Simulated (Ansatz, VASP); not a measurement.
**C: VASP beside Ansatz**

```
CELL_PARAMETERS angstrom
4.24859 0.00000 0.00000
0.00000 4.24859 0.00000
0.00000 0.00000 1.28228
ATOMIC_POSITIONS crystal
C 0.50000 0.50000 0.00000
```

Alike in both runs: functional PBE; k mesh 14 × 14 × 42; occupations gaussian, width 0.1 eV; no spin polarisation.

Ansatz relaxed the structure, and its values are those at the end. VASP's run is a single point on that final structure, the one shown.

|  | VASP | Ansatz |
| --- | --- | --- |
| version | VASP 6.6.1 | Ansatz 0.2.0 |
| potentials or method | VASP PAW PBE potentials, release 64 (C) | scalar-relativistic, plane waves, PAW |
| plane-wave cutoff (eV) | 520 | 420 |
| valence electrons in the cell | 4 | 4 |

|  | VASP | Ansatz | Ansatz less VASP |
| --- | --- | --- | --- |
| gap on the k mesh at the Fermi level (eV) | none | none | - |
| pressure (GPa) | -0.1 | 0.0 | +0.10 |

A gap of «none» marks a metal or a gap that the smearing closes. With one functional, cell and mesh, what is left measures potentials, basis and numerics.
